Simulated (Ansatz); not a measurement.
**GaN (F-43m): phonons at finite temperature**

Wanted: self-consistent phonon frequencies, thermal pressure and a stability verdict for GaN. The starting cell is a computed one from a database.

Method: DFT PBE, scalar-relativistic, plane waves, PAW; PAW set soft_1, in Ansatz 0.2.0.

## (1) The structure

It takes space group F-43m (No. 216, cubic). Conventional cell: a = 4.507 Å, b = 4.507 Å, c = 4.507 Å, α = 90.00°, β = 90.00°, γ = 90.00°. Nearest to Ga lie 4 N at 1.95 Å. Nearest to N lie 4 Ga at 1.95 Å. Farther neighbours and most contacts between anions are not listed.

Structure file:

```
Ga N
1.0
     0.00000    2.25350    2.25350
     2.25350    0.00000    2.25350
     2.25350    2.25350    0.00000
Ga N
1 1
Direct
  0.00000 0.00000 0.00000
  0.75000 0.75000 0.75000
```

## (2) Probe on a coarse mesh

A cheap single point shows whether the cell is a metal or an insulator and how far it is from rest; that sets the k-mesh and the occupations of what follows.

input.yaml reads:

```yaml
crystal:
  lattice:
    - [0.0, 2.2535006075, 2.2535006075]
    - [2.2535006075, 0.0, 2.2535006075]
    - [2.2535006075, 2.2535006075, 0.0]
  atoms:
    - { symbol: Ga, position: [0.0, 0.0, 0.0] }
    - { symbol: "N", position: [0.75, 0.75, 0.75] }
kpoints:
  mp_grid: { grid: [8, 8, 8] }
hamiltonian:
  xc: pbe
  pseudopotentials: { kind: paw, azcp: { folder: soft_1 } }
scf:
  occupations: { method: gaussian, width: 0.1 }
  lower_state_search: "off"
output:
  forces: true
  stress: true
  eigenvalues: true
```

Run with:

```
$ ansatz run input.yaml --threads 8 --pin off --max-ram 16384MiB --backend cpu --events-out ev --progress --plain --runs-dir out
```

Numbers of over 12 decimals in the logs are rounded to 6 here.

The log of the run:

```text
Engine: ansatz 0.2.0, aarch64-unknown-linux-gnu
Pseudopotentials: kind: paw
Pseudopotential: Ga, paw, valence charge 13, recommended cutoff 420 eV (normal), soft_1/Ga.paw.azcp
Pseudopotential: N, paw, valence charge 5, recommended cutoff 420 eV (normal), soft_1/N.paw.azcp
Functional definition: PBE
  parameter kappa = 0.804
  parameter beta = 0.066725
  exchange = pbe_x(kappa = kappa, mu = beta*pi^2/3)
  correlation = pbe_c(beta = beta)
Crystal: 2 atoms, lattice volume = 22.888 Å³
Basis set: ecut = 420 eV, 459 PW (Γ), exchange–correlation on 48×48×48 points (8 copies of the dense FFT grid, shifted against one another)
Bands: 13, of which v1, the nominal top of the filled ones, is band 9 counted from 1 (8 counted from 0)
Symmetry: 24 space group operations
Space group: F-43m (ITA 216), of the structure as read, at distance tolerance 2.8e-5 Å
k-points: 29 of 512 (time reversal used)
Non-local potential: Ga, projectors of the file, l = 0: 2, l = 1: 2, l = 2: 3, l = 3: 1
Non-local potential: N, projectors of the file, l = 0: 2, l = 1: 2, l = 2: 1
PAW form: soft (Blöchl's): semilocal exchange-correlation on the pseudo side does not see the compensation charge
PAW one-centre angular grid: Ga, 590 points (default); XC on 64 Gauss nodes
PAW one-centre angular grid: N, 110 points (default); XC on 64 Gauss nodes
Initial density: superposition of atomic densities (chi_scale 0.1, normalization cell, long waves kept (reshape's long-wave potential 0.00 eV rms))
Initial wavefunctions: pseudopotential atomic-orbital guess
Functional: x = pbe(κ = 0.804, μ = 0.219515), c = pbe(β = 0.066725)
SCF iter   1: F=—  HF=-4168.581798 eV  |F-HF|=—  |Δ(HF+E_count)|=         —  Δρ=1.12e-1  dr2=2.52e0  ethr=3.10e-3  ⟨swp⟩=4.0  Hψ=1861  notcnv=0
preconditioner: auto → none  [insulator: Δε(μ)=2.563 eV  Ē_g=19.107 eV  σ=0.100 eV  W_gap=1.00  n_scr=8 (ndim 8)  ℏωp=32.9 eV  f_vac=0.000  D(μ)=0.00/eV (n_scr^D=0)  ε∞_Penn≈4.0]
SCF iter   2: F=—  HF=-4167.982328 eV  |F-HF|=—  |Δ(HF+E_count)|=   5.99e-1  Δρ=4.32e-2  dr2=3.62e-1  ethr=3.10e-3  ⟨swp⟩=2.7  Hψ=932  notcnv=0
SCF iter   3: F=—  HF=-4167.909613 eV  |F-HF|=—  |Δ(HF+E_count)|=   7.27e-2  Δρ=1.18e-2  dr2=1.30e-2  ethr=2.01e-3  ⟨swp⟩=2.7  Hψ=689  notcnv=0
SCF iter   4: F=—  HF=-4167.902757 eV  |F-HF|=—  |Δ(HF+E_count)|=   6.86e-3  Δρ=2.10e-3  dr2=5.07e-4  ethr=7.23e-5  ⟨swp⟩=2.0  Hψ=806  notcnv=0
SCF iter   5: F=—  HF=-4167.902610 eV  |F-HF|=—  |Δ(HF+E_count)|=   1.47e-4  Δρ=3.51e-4  dr2=1.21e-5  ethr=2.82e-6  ⟨swp⟩=2.0  Hψ=632  notcnv=0
SCF iter   6: F=—  HF=-4167.902623 eV  |F-HF|=—  |Δ(HF+E_count)|=   1.33e-5  Δρ=2.37e-5  dr2=7.34e-8  ethr=5.56e-10  ⟨swp⟩=4.3  Hψ=2149  notcnv=0
SCF iter   7: F=-4167.902623 eV  HF=-4167.902623 eV  |F-HF|=3.66e-10  |Δ(HF+E_count)|=   1.01e-7  Δρ=1.78e-6  dr2=5.86e-10  ethr=4.08e-10  ⟨swp⟩=2.2  Hψ=1406  notcnv=0
SCF 1 converged in 7 iterations: F = -4167.902623 eV  dr2 = 5.86e-10
  greatest PAW one-centre occupation: 0.995 electrons in one spin orbital (limit 2), on the Ga atom at site 0 (counted from 0), in its partial waves of l = 2
SCF converged after 7 iterations
Free energy (F): -4167.902623 eV
Harris-Foulkes:  -4167.902623 eV  (|F-HF|=3.66e-10)
Internal energy: -4167.902623 eV  (E = F + TS)
E sigma→0 (E₀):  -4167.902623 eV
Fermi energy:    10.501151 eV
--- Per-component energies (eV) ---
  E_band       = -5.810240
  E_kinetic    = 240.840320
  E_local      = -1414.428876  (includes V_loc(G=0)·N_el)
  E_nonlocal   = -54.741313
  E_hartree    = 894.722244
  E_xc         = -122.351694
  E_vxc        = -130.981922  (∫ρ·V_xc dr)
  E_paw        = -2124.509164  (= ΣΔE_a)
  E_vpaw       = -435.943520  (= ΣTr[D̂ρ^β])
  E_aug_tail   = 0.000814  (compensation charges beyond the density's cutoff)
  E_ewald      = -1587.434954
  E_smearing   = -0.000000  (= −TS)
  E_closure    = 0.000000  (closes the sum)
  Σ components = -4167.902623   (vs F -4167.902623, Δ=0.00e0)
--- Forces (eV/Å), atoms counted from 1 ---
  atom   1  Ga     0.00000000    -0.00000000    -0.00000000
  atom   2  N      0.00000000    -0.00000000    -0.00000000
  max |Σ_I F_I| component: 3.15e-16 eV/Å
--- Stress (GPa, compression-positive) ---
        5.051320      -0.000000      -0.000000
       -0.000000       5.051320       0.000000
       -0.000000       0.000000       5.051320
  P = ⅓ Tr σ = 5.0513 GPa (50.513 kbar)
--- Band table (eV; the first three rows and the last of 29) ---
  k-point 0: bands = [... 5 lower, -3.5295, 9.6387, 9.6387, 9.6387, 11.3572, 19.9568, 19.9568, 19.9568]
  k-point 1: bands = [... 5 lower, -3.5311, 8.1112, 9.4772, 9.4772, 12.5079, 19.2461, 20.1936, 20.1936]
  k-point 2: bands = [... 5 lower, -3.4737, 5.7841, 9.1188, 9.1188, 13.6982, 18.4235, 20.4109, 20.4109]
  k-point 28: bands = [... 5 lower, -1.5532, 3.9466, 5.9490, 6.0042, 15.8595, 18.0263, 19.9071, 20.7509]
```

It took 0.8 s on 8 threads of Arm Neoverse V2, shared host; peak memory 0.29 GiB; 1.8 s of CPU time.

In the SCF lines HF is the Harris–Foulkes energy and dr2 the Hartree energy of the density residual, in eV; the loop may stop once dr2 is under the threshold and the program's other checks hold. Hψ counts applications of the Hamiltonian.

Numbers from this step:

* pressure: 5.051 GPa
* gap on the k-mesh: 1.718 eV
* volume per atom: 11.44 Å³/atom

The start is under 5.1 GPa at this level and looks like an insulator or semiconductor on this mesh.

## (3) Finding the static equilibrium

Phonons are second derivatives about a minimum, so cell and atoms are relaxed first, inside the symmetry of the start.

input.yaml, the sections that differ from step 2:

```yaml
kpoints:
  mp_grid: { grid: [10, 10, 10] }
scf:
  occupations: { method: gaussian, width: 0.02 }
  lower_state_search: "off"
output:
  forces: true
  stress: true
  eigenvalues: true
  write_density: true
  write_potential: true
  elf: true
  volumetric_format: npy
relax:
  adjacent_minimum: "off"
  f_tol: 0.005
  max_steps: 80
  cell: { stress_tol: 0.05 }
# crystal, hamiltonian: as in step 2
```

The log of the run:

```text
[...]
Crystal: 2 atoms, lattice volume = 22.888 Å³
Basis set: ecut = 420 eV, 459 PW (Γ), exchange–correlation on 48×48×48 points (8 copies of the dense FFT grid, shifted against one another)
Bands: 13, of which v1, the nominal top of the filled ones, is band 9 counted from 1 (8 counted from 0)
Symmetry: 24 space group operations
[...]
k-points: 47 of 1000 (time reversal used)
[...]
SCF iter   1: F=—  HF=-4168.581876 eV  |F-HF|=—  |Δ(HF+E_count)|=         —  Δρ=1.12e-1  dr2=2.52e0  ethr=3.10e-3  ⟨swp⟩=4.8  Hψ=3134  notcnv=0
[...]
SCF iter   7: F=-4167.903009 eV  HF=-4167.903009 eV  |F-HF|=3.74e-10  |Δ(HF+E_count)|=   1.08e-7  Δρ=1.80e-6  dr2=5.97e-10  ethr=4.19e-10  ⟨swp⟩=4.9  Hψ=3275  notcnv=0
SCF 1 converged in 7 iterations: F = -4167.903009 eV  dr2 = 5.97e-10
[...]
relax step   1: F+E_penalty+E_count = -4167.90300878 eV  Δ(F+E_penalty+E_count) = +0.000e0 eV  max|allowed force component| = 5.782e-18 eV/Å  Δτ_max = 0.0000 Å  P = +5.058 GPa  Ω = 22.888 Å³  (7 SCF iters, dr2 threshold 1.00e-7 eV, accepted)
Crystal: 2 atoms, lattice volume = 23.255 Å³
[...]
iter 1 solved again at ethr=1.32e-5 eV; its pass at ethr=3.10e-3 eV (dr2=2.37e-3 eV) is discarded
[...]
SCF iter   6: F=-4167.910419 eV  HF=-4167.910419 eV  |F-HF|=2.40e-10  |Δ(HF+E_count)|=   1.00e-8  Δρ=1.08e-6  dr2=1.44e-10  ethr=4.57e-11  ⟨swp⟩=4.3  Hψ=3128  notcnv=0
SCF 2 converged in 6 iterations: F = -4167.910419 eV  dr2 = 1.44e-10
relax step   2: F+E_penalty+E_count = -4167.91041905 eV  Δ(F+E_penalty+E_count) = -7.410e-3 eV  max|allowed force component| = 4.337e-17 eV/Å  Δτ_max = 0.0000 Å  P = +2.031 GPa  Ω = 23.255 Å³  energy of the carried Pulay correction = -6.753e-4 eV  (6 SCF iters, dr2 threshold 2.00e-7 eV, accepted)
Crystal: 2 atoms, lattice volume = 23.509 Å³
[...]
SCF iter   6: F=-4167.911619 eV  HF=-4167.911619 eV  |F-HF|=1.46e-10  |Δ(HF+E_count)|=   5.10e-9  Δρ=7.41e-7  dr2=7.19e-11  ethr=2.21e-11  ⟨swp⟩=4.4  Hψ=3120  notcnv=0
SCF 3 converged in 6 iterations: F = -4167.911619 eV  dr2 = 7.19e-11
relax step   3: F+E_penalty+E_count = -4167.91161899 eV  Δ(F+E_penalty+E_count) = -1.200e-3 eV  max|allowed force component| = 3.816e-17 eV/Å  Δτ_max = 0.0000 Å  P = +0.086 GPa  Ω = 23.509 Å³  energy of the carried Pulay correction = -1.134e-3 eV  (6 SCF iters, dr2 threshold 2.00e-7 eV, accepted)
[...]
relax step   4: F+E_penalty+E_count = -4167.91160174 eV  Δ(F+E_penalty+E_count) = +1.725e-5 eV  max|allowed force component| = 4.510e-17 eV/Å  Δτ_max = 0.0000 Å  P = +0.002 GPa  Ω = 23.520 Å³  energy of the carried Pulay correction = -1.155e-3 eV  (6 SCF iters, accepted)
[...]
relax step   5: F+E_penalty+E_count = -4167.91294787 eV  Δ(F+E_penalty+E_count) = -1.346e-3 eV  max|allowed force component| = 3.354e-17 eV/Å  Δτ_max = 0.0000 Å  P = +0.081 GPa  Ω = 23.520 Å³  stress off target by 8.12e-2 GPa  SCF on the basis re-selected at this cell (its energy is not comparable with the rows above)  (6 SCF iters)
[...]
relax step   6: F+E_penalty+E_count = -4167.91293119 eV  Δ(F+E_penalty+E_count) = +1.668e-5 eV  max|allowed force component| = 3.007e-17 eV/Å  Δτ_max = 0.0000 Å  P = +0.001 GPa  Ω = 23.531 Å³  energy of the carried Pulay correction = -1.948e-5 eV  (6 SCF iters, accepted)
[...]
SCF iter   1: F=—  HF=-4167.912930 eV  |F-HF|=—  |Δ(HF+E_count)|=         —  Δρ=2.12e-7  dr2=2.86e-12  ethr=2.96e-8  ⟨swp⟩=3.2  Hψ=4980  notcnv=0
eigensolver tolerance schedule: the retry pair's looser diagonalisation over-reported the residual by 1864274.51 of it (diagonalisation noise at an unbounded share of the residual, at the tolerance the schedule requests for it); recorded, not acted on — ethr = c·dr2/N_el stays at c = 1.0e-1
SCF iter   2: F=—  HF=-4167.912931 eV  |F-HF|=—  |Δ(HF+E_count)|=   1.15e-6  Δρ=1.16e-7  dr2=1.22e-12  ethr=1.00e-12  ⟨swp⟩=2.3  Hψ=1080  notcnv=0
[...]
SCF iter   7: F=-4167.912931 eV  HF=-4167.912931 eV  |F-HF|=0.00e0  |Δ(HF+E_count)|=  9.09e-13  Δρ=8.15e-10  dr2=3.82e-17  ethr=1.00e-12  ⟨swp⟩=1.9  Hψ=1604  notcnv=0
SCF 7 converged in 7 iterations: F = -4167.912931 eV  dr2 = 3.82e-17
relax step   7: F+E_penalty+E_count = -4167.91293119 eV  Δ(F+E_penalty+E_count) = +0.000e0 eV  max|allowed force component| = 2.776e-17 eV/Å  Δτ_max = 0.0000 Å  P = +0.002 GPa  Ω = 23.531 Å³  stress off target by 1.65e-3 GPa  SCF on the basis re-selected at this cell (its energy is not comparable with the rows above)  (7 SCF iters)
basis re-selected at this cell: Δ(F+E_penalty+E_count) = +0.000e0 eV, ΔP = +0.001 GPa vs the last step (what re-selecting the basis moved, of the pressure what is left beyond the Pulay correction that the steps carried, after the strain that the cell walked since its last selection, with what the two solves' SCF thresholds leave and, on support functions, any second-order correction that the steps lacked; it is no me [...]
SCF converged after 7 iterations
Free energy (F): -4167.912931 eV
[...]
Internal energy: -4167.912931 eV  (E = F + TS)
E sigma→0 (E₀):  -4167.912931 eV
Fermi energy:    9.994622 eV
[...]
--- Stress (GPa, compression-positive) ---
        0.001647       0.000000       0.000000
       -0.000000       0.001647       0.000000
        0.000000       0.000000       0.001647
  P = ⅓ Tr σ = 0.0016 GPa (0.016 kbar)
--- Band table (eV; the first three rows and the last of 47) ---
  k-point 0: bands = [... 5 lower, -3.9484, 9.2238, 9.2238, 9.2238, 10.7651, 19.3677, 19.3677, 19.3677]
  k-point 1: bands = [... 5 lower, -3.9496, 8.1122, 9.1210, 9.1210, 11.6460, 18.8681, 19.5254, 19.5254]
  k-point 2: bands = [... 5 lower, -3.9483, 6.3396, 8.8681, 8.8681, 12.7184, 18.0927, 19.7819, 19.7819]
  k-point 46: bands = [... 5 lower, -2.0163, 3.5807, 5.7546, 5.7974, 15.0002, 17.1622, 19.7248, 20.2871]
--- Relaxed structure (5 steps of the walk, 5 accepted, 2 SCFs on fresh bases) ---
  F+E_penalty+E_count = -4167.91293119 eV   max|allowed force component| = 2.776e-17 eV/Å   (the final SCF, on the basis selected at the relaxed cell)
  cell:  # Å, volume = 23.5309 Å³
    - [0, 2.274414, 2.274414]
    - [2.274414, 0, 2.274414]
    - [2.274414, 2.274414, 0]
  atoms:
    - { symbol: Ga, position: [0, 0, 0] }
    - { symbol: N, position: [0.75, 0.75, 0.75] }
```

Wall time 2.1 s (8 threads); peak memory 0.35 GiB.

The steps of the relaxation:

| step | energy less that of the first step (eV) | largest force component (eV/Å) | pressure (GPa) | volume (Å³) |
| --- | --- | --- | --- | --- |
| 1 | 0.0000 | 0.0000 | 5.06 | 22.89 |
| 2 | -0.0074 | 0.0000 | 2.03 | 23.26 |
| 3 | -0.0086 | 0.0000 | 0.09 | 23.51 |
| 4 | -0.0086 | 0.0000 | 0.00 | 23.52 |
| 5* | -0.0099 | 0.0000 | 0.08 | 23.52 |
| 6 | -0.0099 | 0.0000 | 0.00 | 23.53 |
| 7* | -0.0099 | 0.0000 | 0.00 | 23.53 |

Relaxation steps marked * repeat the geometry before them on a plane-wave basis chosen anew for their cell, so energy and pressure can jump there.

The run keeps the 24 symmetry operations that it works with, so distortions that break them were not tested.

| conventional cell, symmetrised | before | after | change |
| --- | --- | --- | --- |
| a (Å) | 4.507 | 4.549 | +0.9 % |
| b (Å) | 4.507 | 4.549 | +0.9 % |
| c (Å) | 4.507 | 4.549 | +0.9 % |
| volume (Å³/atom) | 11.44 | 11.77 | +2.8 % |

The relaxed structure:

```xyz
2
Lattice="0.0000 2.2744 2.2744 2.2744 0.0000 2.2744 2.2744 2.2744 0.0000" Properties=species:S:1:pos:R:3 pbc="T T T"
Ga    0.0000    0.0000    0.0000
N     3.4116    3.4116    3.4116
```

This step gave:

* pressure: 0.001647 GPa
* gap on the k-mesh: 1.541 eV
* volume per atom: 11.77 Å³/atom

Electrostatic potential energy in the ac plane of a cell with a along [110], b along [-110] and c along [001] of the cube at fractional y = 0.000, with atoms of Ga and N within 0.2 Å of it. With pseudopotentials it is smooth inside the atoms' cores, unlike the true potential.

Ten even steps from '_' (-33 eV) to '@' (46 eV), each cell a mean:
```
@@##==++++++==++@@@@##==++++++==++@@
++====++++++++==++++====++++++++==++
====++++++++++++======++++++++++++==
++++++++++++++++++++++++++++++++++++
++++++++++++++++++++++++++++++++++++
++++++++++++++++++++++++++++++++++++
++++++++++++++++++++++++++++++++++++
++++++--..::==++++++++++--..::==++++
++++==..____--++++++++==..____--++++
======..____--==========..____--====
##++====----====**##++====----====**
@@%%==++++++==++@@@@%%==++++++==++@@
```
Columns run along a (6.4 Å; values clipped at the 3rd and 97th percentile), rows up along c (4.5 Å), edges of the conventional cell, whose origin can differ from the input's. Atoms in or near the plane, at fractional coordinates: Ga at (0.50, 0.00), Ga at (0.00, 0.00), N at (0.75, 0.25), N at (0.25, 0.25).

Valence density in the ac plane of a cell with a along [110], b along [-110] and c along [001] of the cube at fractional y = 0.000, with atoms of Ga and N within 0.2 Å of it. It is the smooth field of the valence electrons, not physical close to the nuclei.

Values in e/Å³, 7 rows by 16 columns, each cell a mean:
```
12  2  0  0  0  0  1  7 12  2  0  0  0  0  1  7
 0  0  0  0  0  0  0  0  0  0  0  0  0  0  0  0
 0  0  0  0  0  0  0  0  0  0  0  0  0  0  0  0
 0  0  0  0  0  0  0  0  0  0  0  0  0  0  0  0
 0  0  1  2  2  1  0  0  0  0  1  2  2  1  0  0
 1  1  1  3  3  2  1  1  1  1  1  3  3  2  1  1
22  4  1  1  1  1  1 13 22  4  1  1  1  1  1 13
```
Columns run along a (6.4 Å), rows up along c (4.5 Å), edges of the conventional cell, whose origin can differ from the input's. Atoms in or near the plane, at fractional coordinates: Ga at (0.50, 0.00), Ga at (0.00, 0.00), N at (0.75, 0.25), N at (0.25, 0.25).

ELF in the ac plane of a cell with a along [110], b along [-110] and c along [001] of the cube at fractional y = 0.000, with atoms of Ga and N within 0.2 Å of it. It is the smooth field of the valence electrons, not physical close to the nuclei.

Values, 7 rows by 16 columns, each cell a mean:
```
0.07 0.16 0.19 0.17 0.16 0.18 0.19 0.10 0.07 0.16 0.19 0.17 0.16 0.18 0.19 0.10
0.17 0.15 0.10 0.05 0.04 0.08 0.14 0.17 0.17 0.15 0.10 0.05 0.04 0.08 0.14 0.17
0.06 0.05 0.05 0.08 0.09 0.06 0.05 0.05 0.06 0.05 0.05 0.08 0.09 0.06 0.05 0.05
0.02 0.09 0.29 0.49 0.53 0.39 0.16 0.04 0.02 0.09 0.29 0.49 0.53 0.39 0.16 0.04
0.10 0.36 0.69 0.66 0.59 0.72 0.52 0.17 0.10 0.36 0.69 0.66 0.59 0.72 0.52 0.17
0.19 0.38 0.75 0.60 0.46 0.77 0.55 0.23 0.19 0.38 0.75 0.60 0.46 0.77 0.55 0.23
0.08 0.14 0.37 0.63 0.67 0.50 0.22 0.06 0.08 0.14 0.37 0.63 0.67 0.50 0.22 0.06
```
Columns run along a (6.4 Å), rows up along c (4.5 Å), edges of the conventional cell, whose origin can differ from the input's. Atoms in or near the plane, at fractional coordinates: Ga at (0.50, 0.00), Ga at (0.00, 0.00), N at (0.75, 0.25), N at (0.25, 0.25).

The relaxation ends with a pressure of 0.00 GPa.

## (4) Relaxing to small residual forces and stress

The thresholds are tightened for a last relaxation ahead of the phonons, and where mesh or smearing change with them the cell follows.

input.yaml reads:

```yaml
crystal:
  lattice:
    - [0.0, 2.2744141177, 2.2744141177]
    - [2.2744141177, 0.0, 2.2744141177]
    - [2.2744141177, 2.2744141177, 0.0]
  atoms:
    - { symbol: Ga, position: [0.0, 0.0, 0.0] }
    - { symbol: "N", position: [0.75, 0.75, 0.75] }
kpoints:
  mp_grid: { grid: [12, 12, 12] }
hamiltonian:
  xc: pbe
  pseudopotentials: { kind: paw, azcp: { folder: soft_1 } }
scf:
  occupations: { method: fixed }
  lower_state_search: "off"
output:
  forces: true
  stress: true
  eigenvalues: true
relax:
  adjacent_minimum: "off"
  f_tol: 0.001
  max_steps: 60
  cell: { stress_tol: 0.01 }
```

The log of the run:

```text
[...]
Crystal: 2 atoms, lattice volume = 23.531 Å³
Basis set: ecut = 420 eV, 459 PW (Γ), exchange–correlation on 48×48×48 points (8 copies of the dense FFT grid, shifted against one another)
Bands: 13, of which v1, the nominal top of the filled ones, is band 9 counted from 1 (8 counted from 0)
Symmetry: 24 space group operations
[...]
k-points: 72 of 1728 (time reversal used)
[...]
k-point 71: bands = [... 5 lower, -1.9924, 3.6337, 5.6539, 5.7229, 15.3888, 17.3338, 19.2756, 20.2192]
--- Relaxed structure (1 steps of the walk, 1 accepted, 1 SCFs on fresh bases) ---
[...]
cell:  # Å, volume = 23.5309 Å³
    - [0.0, 2.2744141177, 2.2744141177]
    - [2.2744141177, 0.0, 2.2744141177]
    - [2.2744141177, 2.2744141177, 0.0]
  atoms:
    - { symbol: Ga, position: [0.0, 0.0, 0.0] }
    - { symbol: N, position: [0.750000, 0.750000, 0.750000] }
[key lines of the parts left out:]
SCF converged after 6 iterations
Free energy (F): -4167.913037 eV
Fermi energy:    9.223715 eV
P = ⅓ Tr σ = 0.0044 GPa (0.044 kbar)
```

Run time: 0.87 s. Hardware: 8 threads; peak memory 0.34 GiB; 5.1 s of CPU time.

Little changed from the start: no atom moved by 0.005 Å and no cell edge by 0.1 %.

This step gave:

```yaml
pressure: 0.004371 GPa
```

The residual pressure is 0.0044 GPa, small enough for phonons.

(Continued in part 2 of 3.)

[Logs are printed without paths, hosts, clocks, repeated set-up lines and the standing remarks that a program may print on its own settings, such as how far it seeks lower states.]

[Hosts, paths, dates, database ids (printed as entryN), source tags and the programs' standing remarks are cut or masked in the printed files.]

[A step with changed settings may run another functional than the one named; its input shows which.]
